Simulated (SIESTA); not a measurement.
Set up this calculation in SIESTA 5.4.2, as the native input.

* Task: single point
* Functional: PBE
* Potentials or basis: SPMS 1.0 (PBE files) or PseudoDojo by element
* Basis: DZP (energy shift 0.003 Ry; two zetas on semicore shells)
* Grid cutoff: 500 Ry
* Energy shift: 0.003 Ry
* k mesh: 9 × 9 × 1
* Occupations: fermi-dirac, width 0.05 eV
* Spin: no spin polarisation
* dipole correction: yes

In, a slab with vacuum:

```
CELL_PARAMETERS angstrom
3.33548 0.00000 0.00000
-1.66774 2.88861 0.00000
0.00000 0.00000 26.01829
ATOMIC_POSITIONS crystal
In 0.66667 0.33333 0.28826
In 0.33333 0.66667 0.39413
In 0.66667 0.33333 0.50000
In 0.33333 0.66667 0.60587
In 0.66667 0.33333 0.71174
```

The slab is cut from a database's or a generator's crystal, which needn't be the stable form of the element.

The input as run:

In.fdf

```
SystemName                      In
SystemLabel                     In
NumberOfSpecies                 1
NumberOfAtoms                   5
%block ChemicalSpeciesLabel
  1  49 In
%endblock ChemicalSpeciesLabel
%include structure.fdf

%block kgrid.MonkhorstPack
    9   0   0  0.0
    0   9   0  0.0
    0   0   1  0.0
%endblock kgrid.MonkhorstPack
XC.Functional                   GGA
XC.Authors                      PBE
PAO.BasisSize                   DZP
PAO.EnergyShift                 0.003 Ry
Mesh.Cutoff                     500 Ry
OccupationFunction              FD
ElectronicTemperature           0.05 eV
Slab.DipoleCorrection           vacuum
MaxSCFIterations                120
SCF.MustConverge                false
SCF.Mixer.Method                Pulay
SCF.Mixer.Weight                0.25
SCF.Mixer.History               8
SCF.DM.Tolerance                5.0e-05
SCF.H.Tolerance                 1.0e-03 eV
WriteForces                     true
Charge.Mulliken                 end
Charge.Hirshfeld                end
Charge.Voronoi                  end
SaveRho                         true
SaveElectrostaticPotential      true
%block PAO.Basis
  In 4
  n=5 0 2
    6.996 0.000
  n=5 1 2
    9.500 0.000
  n=4 2 2
    4.106 0.000
  n=5 2 1
    9.500
%endblock PAO.Basis
```

structure.fdf

```
LatticeConstant                 1.0 Ang
%block LatticeVectors
     3.3354847820     0.0000000000     0.0000000000
    -1.6677423910     2.8886145552     0.0000000000
     0.0000000000     0.0000000000    26.0182858400
%endblock LatticeVectors
AtomicCoordinatesFormat         Fractional
%block AtomicCoordinatesAndAtomicSpecies
     0.6666666700     0.3333333400     0.2882588056  1  In
     0.3333333300     0.6666666600     0.3941294028  1  In
     0.6666666700     0.3333333400     0.5000000000  1  In
     0.3333333300     0.6666666600     0.6058705972  1  In
     0.6666666700     0.3333333400     0.7117411944  1  In
%endblock AtomicCoordinatesAndAtomicSpecies
```

Potentials or basis: SPMS 1.0 (PBE files) or PseudoDojo by element, DZP (energy shift 0.003 Ry; two zetas on semicore shells).

Run with:

```console
$ siesta In.fdf > In.out 2>&1
```

It gave:

The largest force is 0.193 eV/Å and the band gap on the k mesh is none (metal or under the smearing width). The work function is 3.83 eV.

Caveat: the basis of atomic orbitals isn't converged, which shifts pressures, moduli and gaps.

Wall time 3 min on 1 thread of Arm Neoverse V1, on a shared host, peak memory 0.53 GiB.
